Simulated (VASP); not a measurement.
Set up this calculation in VASP 6.6.1, as the native input.

```yaml
Task: relaxation of cell and atoms
Functional: r2SCAN
Potentials_or_basis: VASP PAW PBE potentials, release 64 (Ag)
Cutoff: 600 eV
k_mesh: 18 × 18 × 18
Occupations: methfessel-paxton, width 0.1 eV
Spin: no spin polarisation
Further_INCAR_settings: ALGO = Normal; EDIFF = 1e-07; IBRION = 2; EDIFFG = -0.005; NSW = 40; ISIF = 3
```

The structure of Ag lies in POSCAR:

```
Ag
1.0
    0.0000000000      2.0300000000      2.0300000000
    2.0300000000      0.0000000000      2.0300000000
    2.0300000000      2.0300000000      0.0000000000
Ag
1
Direct
    0.0000000000      0.0000000000      0.0000000000
```

The cell was built by a generator and needn't be a form met in nature.

The input as run:

INCAR

```
PREC = Accurate ; ENCUT = 600
EDIFF = 1E-7 ; ISMEAR = 1
SIGMA = 0.1 ; LREAL = F
LASPH = T ; NELM = 120
ALGO = Normal ; ISIF = 3
LWAVE = F ; LCHARG = F
METAGGA = R2SCAN ; LMIXTAU = T
IBRION = 2 ; NSW = 40
EDIFFG = -0.005
```

KPOINTS

```
Automatic mesh
0
Gamma
  18 18 18
```

Potentials or basis: VASP PAW PBE potentials, release 64 (Ag).

Command:

```sh
$ cat potpaw_PBE.64/Ag/POTCAR > POTCAR
$ mpirun -np 1 vasp_std > vasp.out
```

Results of the run:

The relaxed volume is 17.30 Å³/atom. The relaxed cell is a = 2.903 Å, b = 2.903 Å, c = 2.903 Å, α = 60.00°, β = 60.00°, γ = 60.00°. The space group after relaxing (to 0.05 Å) is Fm-3m (No. 225) and the energy gained by relaxing is 6.5 meV/atom. The ionic steps are 3 and the pressure after relaxing is 0.0 GPa. The band gap on the k mesh is none (metal or under the smearing width).

Caveat: the PAW data sets were made with another functional, which shifts forces and pressure a little.

It took 110 s on 1 thread of Intel(R) Xeon(R) 6975P-C (Granite Rapids) (shared host), peak memory 0.18 GiB.
